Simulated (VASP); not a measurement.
# Li (Im-3m) in VASP: settings compared

Aim: see how the results for Li move with the level of theory and the settings. Levels: TPSS, BEEF-vdW. Tasks: density of states.

Everything below comes from runs of VASP 6.6.1. Logs are shortened: lines on timing, memory, paths and dates and some standing lists are left out, and cuts for length are marked.

### 1 The undisturbed crystal

It takes space group Im-3m (No. 229, cubic). The conventional cell has a = 3.509 Å, b = 3.509 Å, c = 3.509 Å, α = 90.00°, β = 90.00°, γ = 90.00°. Li (site symmetry m-3m) is surrounded by 8 Li at 3.04 Å.

### 2 Density of states, TPSS (volume scaled by 0.96)

The input, run.py:

```python
from ase import Atoms
from ase.calculators.vasp import Vasp
from ase.dft.dos import DOS

atoms = Atoms(
    ['Li'],
    cell=[[-1.7309356065, 1.7309356065, 1.7309356065], [1.7309356065, -1.7309356065, 1.7309356065], [1.7309356065, 1.7309356065, -1.7309356065]],
    scaled_positions=[[0.0, 0.0, 0.0]],
    pbc=True,
)
calc = Vasp(
    directory='calc',
    xc='tpss',
    pp='PBE',
    setups='minimal',
    pp_version='54',
    prec='Accurate',
    encut=500,
    ediff=1e-06,
    ismear=1,
    sigma=0.2,
    lreal=False,
    lasph=True,
    nelm=60,
    algo='Normal',
    isif=2,
    lwave=False,
    lcharg=False,
    lmixtau=True,
    lorbit=11,
    kpts=[11, 11, 11],
    gamma=True,
    nbands=6,
)
atoms.calc = calc

print('energy (eV):', atoms.get_potential_energy())
print('free energy (eV):', atoms.get_potential_energy(force_consistent=True))
print('forces (eV/A):')
print(atoms.get_forces())
print('stress (eV/A^3, Voigt):', atoms.get_stress())
print('Fermi level (eV):', calc.get_fermi_level())
dos = DOS(calc, width=0.1, window=(-10, 10), npts=301)
print('E - E_F (eV), DOS (1/eV)')
for e, g in zip(dos.get_energies(), dos.get_dos()):
    print(f'{e:8.3f} {g:10.4f}')
```

Potentials or basis: VASP PAW PBE potentials, release 54 (Li).

On the command line:

```bash
$ python run.py
```

The program printed:

```text
energy (eV): -2.64811131
free energy (eV): -2.64813617
forces (eV/A):
[[-0.  0.  0.]]
stress (eV/A^3, Voigt): [ 0.00051779  0.00051779  0.00051779 -0.         -0.          0.        ]
Fermi level (eV): 0.40902294
E - E_F (eV), DOS (1/eV)
 -10.000     0.0000
  -9.933     0.0000
  -9.867     0.0000
  -9.800     0.0000
  -9.733     0.0000
  -9.667     0.0000
  -9.600     0.0000
  -9.533     0.0000
  -9.467     0.0000
  -9.400     0.0000
  -9.333     0.0000
  -9.267     0.0000
  -9.200     0.0000
  -9.133     0.0000
  -9.067     0.0000
  -9.000     0.0000
  -8.933     0.0000
  -8.867     0.0000
  -8.800     0.0000
  -8.733     0.0000
  -8.667     0.0000
  -8.600     0.0000
  -8.533     0.0000
  -8.467     0.0000
  -8.400     0.0000
  -8.333     0.0000
  -8.267     0.0000
  -8.200     0.0000
  -8.133     0.0000
  -8.067     0.0000
  -8.000     0.0000
  -7.933     0.0000
  -7.867     0.0000
  -7.800     0.0000
  -7.733     0.0000
  -7.667     0.0000
  -7.600     0.0000
  -7.533     0.0000
  -7.467     0.0000
  -7.400     0.0000
  -7.333     0.0000
  -7.267     0.0000
  -7.200     0.0000
  -7.133     0.0000
  -7.067     0.0000
  -7.000     0.0000
  -6.933     0.0000
  -6.867     0.0000
  -6.800     0.0000
  -6.733     0.0000
  -6.667     0.0000
  -6.600     0.0000
  -6.533     0.0000
  -6.467     0.0000
  -6.400     0.0000
  -6.333     0.0000
  -6.267     0.0000
  -6.200     0.0000
  -6.133     0.0000
  -6.067     0.0000
  -6.000     0.0000
  -5.933     0.0000
  -5.867     0.0000
  -5.800     0.0000
  -5.733     0.0000
  -5.667     0.0000
  -5.600     0.0000
  -5.533     0.0000
  -5.467     0.0000
  -5.400     0.0000
  -5.333     0.0000
  -5.267     0.0000
  -5.200     0.0000
  -5.133     0.0000
  -5.067     0.0000
  -5.000     0.0000
  -4.933     0.0000
  -4.867     0.0000
  -4.800     0.0000
  -4.733     0.0000
  -4.667     0.0000
  -4.600     0.0000
  -4.533     0.0000
  -4.467     0.0000
  -4.400     0.0000
  -4.333     0.0000
  -4.267     0.0000
  -4.200     0.0000
  -4.133     0.0000
  -4.067     0.0000
  -4.000     0.0000
  -3.933     0.0000
  -3.867     0.0000
  -3.800     0.0005
  -3.733     0.0033
  -3.667     0.0102
  -3.600     0.0289
  -3.533     0.0760
  -3.467     0.1068
  -3.400     0.0836
  -3.333     0.0722
  -3.267     0.1032
  -3.200     0.1851
  -3.133     0.2106
  -3.067     0.1548
  -3.000     0.1335
  -2.933     0.1493
  -2.867     0.2072
  -2.800     0.1953
  -2.733     0.1254
  -2.667     0.1290
  -2.600     0.2610
  -2.533     0.4122
  -2.467     0.3108
  -2.400     0.1367
  -2.333     0.1156
  -2.267     0.2284
  -2.200     0.3274
  -2.133     0.2833
  -2.067     0.2522
  -2.000     0.2337
  -1.933     0.2325
  -1.867     0.2319
  -1.800     0.2187
  -1.733     0.2695
  -1.667     0.3906
  -1.600     0.5911
  -1.533     0.5201
  -1.467     0.2100
  -1.400     0.0775
  -1.333     0.2057
  -1.267     0.4156
  -1.200     0.3920
  -1.133     0.2264
  -1.067     0.1967
  -1.000     0.3544
  -0.933     0.4272
  -0.867     0.3393
  -0.800     0.3057
  -0.733     0.3710
  -0.667     0.5524
  -0.600     0.5827
  -0.533     0.4776
  -0.467     0.5719
  -0.400     0.5666
  -0.333     0.2758
  -0.267     0.1122
  -0.200     0.2161
  -0.133     0.4404
  -0.067     0.5767
   0.000     0.4358
   0.067     0.2400
   0.133     0.3091
   0.200     0.5203
   0.267     0.6666
   0.333     0.7421
   0.400     0.7124
   0.467     0.5865
   0.533     0.7268
   0.600     0.8847
   0.667     0.7436
   0.733     0.5681
   0.800     0.4276
   0.867     0.2012
   0.933     0.0578
   1.000     0.1079
   1.067     0.3378
   1.133     0.5068
   1.200     0.4079
   1.267     0.1979
   1.333     0.0767
   1.400     0.1288
   1.467     0.3043
   1.533     0.5721
   1.600     0.8557
   1.667     0.8239
   1.733     0.4864
   1.800     0.1673
   1.867     0.0767
   1.933     0.1588
   2.000     0.1986
   2.067     0.1032
   2.133     0.0221
   2.200     0.0027
   2.267     0.0104
   2.333     0.0562
   2.400     0.1260
   2.467     0.1161
   2.533     0.0440
   2.600     0.0094
   2.667     0.0312
   2.733     0.1615
   2.800     0.3989
   2.867     0.5177
   2.933     0.4369
   3.000     0.3155
   3.067     0.2841
   3.133     0.4458
   3.200     0.6246
   3.267     0.5698
   3.333     0.3197
   3.400     0.2758
   3.467     0.7622
   3.533     1.4586
   3.600     1.3772
   3.667     0.7035
   3.733     0.4081
   3.800     0.4153
   3.867     0.3427
   3.933     0.3046
   4.000     0.3233
   4.067     0.2683
   4.133     0.1454
   4.200     0.1669
   4.267     0.5115
   4.333     0.8907
   4.400     1.0264
   4.467     1.0262
   4.533     0.6437
   4.600     0.1935
   4.667     0.0755
   4.733     0.2264
   4.800     0.4028
   4.867     0.2990
   4.933     0.1192
   5.000     0.1434
   5.067     0.2856
   5.133     0.3862
   5.200     0.4694
   5.267     0.5626
   5.333     0.6435
   5.400     0.8302
   5.467     0.8257
   5.533     0.5036
   5.600     0.3968
   5.667     0.5382
   5.733     0.5395
   5.800     0.2878
   5.867     0.1687
   5.933     0.3765
   6.000     0.6061
   6.067     0.5364
   6.133     0.4457
   6.200     0.5391
   6.267     0.5118
   6.333     0.3244
   6.400     0.2561
   6.467     0.4031
   6.533     0.8302
   6.600     1.3315
   6.667     1.3448
   6.733     1.1654
   6.800     1.0997
   6.867     0.8816
   6.933     0.5585
   7.000     0.4657
   7.067     0.4313
   7.133     0.3645
   7.200     0.4067
   7.267     0.3118
   7.333     0.1127
   7.400     0.0254
   7.467     0.0736
   7.533     0.3068
   7.600     0.6422
   7.667     0.7936
   7.733     0.6456
   7.800     0.3935
   7.867     0.4574
   7.933     0.9646
   8.000     1.2849
   8.067     0.9209
   8.133     0.6090
   8.200     0.6311
   8.267     0.5368
   8.333     0.3954
   8.400     0.3142
   8.467     0.3754
   8.533     0.4672
   8.600     0.3023
   8.667     0.1860
   8.733     0.3944
   8.800     0.6841
   8.867     0.7197
   8.933     0.5714
   9.000     0.4724
   9.067     0.5632
   9.133     0.7396
   9.200     0.7411
   9.267     0.8531
   9.333     1.1585
   9.400     1.0039
   9.467     0.5814
   9.533     0.4440
   9.600     0.6693
   9.667     0.8864
   9.733     0.8173
   9.800     0.6767
   9.867     0.5653
   9.933     0.3488
  10.000     0.1888
```

Wall time 30 s (1 thread of Intel Xeon Platinum 8488C (Sapphire Rapids), shared host); peak memory 0.13 GiB.

Results:

```yaml
Free_energy: -2.6481 eV
Pressure: -0.1 GPa
Band_gap_on_the_k_mesh: none (metal or under the smearing width)
Valence_electrons_inside_the_program's_atomic_spheres: Li 0.21
```

States per cell in windows of 0.5 eV (zero at the Fermi level; states under -5 eV left out):
| from (eV) | total | Li1_p | Li1_s | Li1_d |
| --- | --- | --- | --- | --- |
| -5.0 | 0.00 | 0.00 | 0.00 | 0.00 |
| -4.5 | 0.00 | 0.00 | 0.00 | 0.00 |
| -4.0 | 0.01 | 0.00 | 0.00 | 0.00 |
| -3.5 | 0.07 | 0.00 | 0.01 | 0.00 |
| -3.0 | 0.07 | 0.00 | 0.01 | 0.00 |
| -2.5 | 0.13 | 0.01 | 0.02 | 0.00 |
| -2.0 | 0.16 | 0.01 | 0.02 | 0.00 |
| -1.5 | 0.15 | 0.01 | 0.02 | 0.00 |
| -1.0 | 0.22 | 0.03 | 0.02 | 0.00 |
| -0.5 | 0.15 | 0.02 | 0.01 | 0.00 |
| 0.0 | 0.27 | 0.05 | 0.01 | 0.00 |
| 0.5 | 0.29 | 0.05 | 0.01 | 0.00 |
| 1.0 | 0.13 | 0.03 | 0.00 | 0.00 |
| 1.5 | 0.21 | 0.04 | 0.00 | 0.00 |
| 2.0 | 0.04 | 0.01 | 0.00 | 0.00 |
| 2.5 | 0.10 | 0.02 | 0.00 | 0.00 |
| 3.0 | 0.24 | 0.03 | 0.02 | 0.00 |
| 3.5 | 0.36 | 0.05 | 0.03 | 0.00 |
| 4.0 | 0.19 | 0.03 | 0.01 | 0.00 |
| 4.5 | 0.21 | 0.04 | 0.01 | 0.00 |
| 5.0 | 0.25 | 0.05 | 0.01 | 0.00 |
| 5.5 | 0.24 | 0.05 | 0.02 | 0.00 |
| 6.0 | 0.19 | 0.04 | 0.02 | 0.00 |
| 6.5 | 0.50 | 0.10 | 0.04 | 0.00 |
| 7.0 | 0.16 | 0.04 | 0.01 | 0.00 |
| 7.5 | 0.29 | 0.06 | 0.02 | 0.00 |

Caveat: the PAW data sets were made with another functional, which shifts forces and pressure a little.

### 3 Density of states, BEEF-vdW (cell strained at random at fixed volume)

The input, run.py:

```python
from ase.calculators.vasp import Vasp
from ase.dft.dos import DOS
from ase.io import read

atoms = read('Li.xyz')
calc = Vasp(
    directory='calc',
    xc='beef-vdw',
    pp='PBE',
    setups='gw',
    prec='Accurate',
    encut=450,
    ediff=0.0001,
    ismear=-1,
    sigma=0.1,
    lreal=False,
    lasph=True,
    nelm=80,
    algo='Normal',
    isif=2,
    lwave=False,
    lcharg=False,
    lorbit=10,
    kpts=[11, 11, 11],
    gamma=True,
    nbands=8,
)
atoms.calc = calc

print('energy (eV):', atoms.get_potential_energy())
print('free energy (eV):', atoms.get_potential_energy(force_consistent=True))
print('forces (eV/A):')
print(atoms.get_forces())
print('stress (eV/A^3, Voigt):', atoms.get_stress())
print('Fermi level (eV):', calc.get_fermi_level())
dos = DOS(calc, width=0.2, window=(-10, 10), npts=201)
print('E - E_F (eV), DOS (1/eV)')
for e, g in zip(dos.get_energies(), dos.get_dos()):
    print(f'{e:8.3f} {g:10.4f}')
```

The input, Li.xyz:

```xyz
1
Lattice="-1.7195820000 1.7835810000 1.7750890000 1.7292480000 -1.7385020000 1.7396760000 1.7412530000 1.7601730000 -1.7300090000" Properties=species:S:1:pos:R:3 pbc="T T T"
Li    -0.0004069108      0.0020379978      0.0125650923
```

Potentials or basis: VASP PAW PBE potentials, release 64 (Li_sv_GW).

On the command line:

```bash
$ python run.py
```

The program printed:

```text
<dir> UserWarning: vdW has been enabled, however no location for the vdw_kernel.bindat file has been specified. Set ASE_VASP_VDW environment variable to copy the vdW kernel.
  warnings.warn(
energy (eV): -3.06592065
free energy (eV): -3.07306442
forces (eV/A):
[[ 0. -0. -0.]]
stress (eV/A^3, Voigt): [0.03389897 0.03452549 0.03426951 0.00186914 0.0002689  0.00081472]
Fermi level (eV): -0.12463883
E - E_F (eV), DOS (1/eV)
 -10.000     0.0000
  -9.900     0.0000
  -9.800     0.0000
  -9.700     0.0000
  -9.600     0.0000
  -9.500     0.0000
  -9.400     0.0000
  -9.300     0.0000
  -9.200     0.0000
  -9.100     0.0000
  -9.000     0.0000
  -8.900     0.0000
  -8.800     0.0000
  -8.700     0.0000
  -8.600     0.0000
  -8.500     0.0000
  -8.400     0.0000
  -8.300     0.0000
  -8.200     0.0000
  -8.100     0.0000
  -8.000     0.0000
  -7.900     0.0000
  -7.800     0.0000
  -7.700     0.0000
  -7.600     0.0000
  -7.500     0.0000
  -7.400     0.0000
  -7.300     0.0000
  -7.200     0.0000
  -7.100     0.0000
  -7.000     0.0000
  -6.900     0.0000
  -6.800     0.0000
  -6.700     0.0000
  -6.600     0.0000
  -6.500     0.0000
  -6.400     0.0000
  -6.300     0.0000
  -6.200     0.0000
  -6.100     0.0000
  -6.000     0.0000
  -5.900     0.0000
  -5.800     0.0000
  -5.700     0.0000
  -5.600     0.0000
  -5.500     0.0000
  -5.400     0.0000
  -5.300     0.0000
  -5.200     0.0000
  -5.100     0.0000
  -5.000     0.0000
  -4.900     0.0000
  -4.800     0.0000
  -4.700     0.0000
  -4.600     0.0000
  -4.500     0.0000
  -4.400     0.0000
  -4.300     0.0000
  -4.200     0.0000
  -4.100     0.0000
  -4.000     0.0000
  -3.900     0.0001
  -3.800     0.0008
  -3.700     0.0039
  -3.600     0.0142
  -3.500     0.0359
  -3.400     0.0640
  -3.300     0.0890
  -3.200     0.1149
  -3.100     0.1453
  -3.000     0.1649
  -2.900     0.1699
  -2.800     0.1741
  -2.700     0.1829
  -2.600     0.2068
  -2.500     0.2456
  -2.400     0.2584
  -2.300     0.2395
  -2.200     0.2379
  -2.100     0.2576
  -2.000     0.2636
  -1.900     0.2574
  -1.800     0.2678
  -1.700     0.3146
  -1.600     0.3741
  -1.500     0.3806
  -1.400     0.3261
  -1.300     0.2890
  -1.200     0.2975
  -1.100     0.3107
  -1.000     0.3244
  -0.900     0.3526
  -0.800     0.3916
  -0.700     0.4442
  -0.600     0.4949
  -0.500     0.5024
  -0.400     0.4527
  -0.300     0.3833
  -0.200     0.3552
  -0.100     0.3810
   0.000     0.4159
   0.100     0.4535
   0.200     0.5271
   0.300     0.6215
   0.400     0.6903
   0.500     0.7157
   0.600     0.6835
   0.700     0.5746
   0.800     0.4230
   0.900     0.3090
   1.000     0.2785
   1.100     0.2943
   1.200     0.2967
   1.300     0.3037
   1.400     0.3764
   1.500     0.4886
   1.600     0.5252
   1.700     0.4328
   1.800     0.2864
   1.900     0.1744
   2.000     0.1095
   2.100     0.0723
   2.200     0.0589
   2.300     0.0649
   2.400     0.0790
   2.500     0.1115
   2.600     0.1884
   2.700     0.2939
   2.800     0.3685
   2.900     0.3975
   3.000     0.4337
   3.100     0.5024
   3.200     0.5793
   3.300     0.6744
   3.400     0.7924
   3.500     0.8286
   3.600     0.7075
   3.700     0.5337
   3.800     0.4260
   3.900     0.3865
   4.000     0.3981
   4.100     0.4694
   4.200     0.5741
   4.300     0.6329
   4.400     0.5790
   4.500     0.4436
   4.600     0.3303
   4.700     0.2945
   4.800     0.3200
   4.900     0.3829
   5.000     0.4581
   5.100     0.5167
   5.200     0.5618
   5.300     0.5976
   5.400     0.5967
   5.500     0.5555
   5.600     0.5089
   5.700     0.4813
   5.800     0.4766
   5.900     0.4907
   6.000     0.5163
   6.100     0.5556
   6.200     0.6356
   6.300     0.7744
   6.400     0.9232
   6.500     0.9846
   6.600     0.9089
   6.700     0.7376
   6.800     0.5493
   6.900     0.4009
   7.000     0.3114
   7.100     0.2851
   7.200     0.3357
   7.300     0.4705
   7.400     0.6326
   7.500     0.7152
   7.600     0.7044
   7.700     0.6957
   7.800     0.7151
   7.900     0.6878
   8.000     0.5938
   8.100     0.4877
   8.200     0.4105
   8.300     0.4005
   8.400     0.4873
   8.500     0.6295
   8.600     0.7381
   8.700     0.7747
   8.800     0.7727
   8.900     0.7700
   9.000     0.7751
   9.100     0.7704
   9.200     0.7414
   9.300     0.6985
   9.400     0.6342
   9.500     0.5394
   9.600     0.4684
   9.700     0.4874
   9.800     0.5917
   9.900     0.7120
  10.000     0.7782
```

Run time: 26 s. Hardware: 1 thread of Intel Xeon 6975P-C (Granite Rapids), shared host; peak memory 0.34 GiB.

The run converged, but some of its settings lie outside the range that counts as converged (typed here: EDIFF = 0.0001; ENCUT = 450), so its numbers aren't taken as properties of the crystal.

Results:

```
Free energy                                           : -3.0731 eV
Band gap on the k mesh                                : none (metal or under the smearing width)
Valence electrons inside the program's atomic spheres : Li 2.03
```

Caveat: the cutoff is under 1.25 times the usual one of these potentials, so pressure, stress and relaxed cells hold a basis-set (Pulay) error; the PAW data sets were made with another functional, which shifts forces and pressure a little.
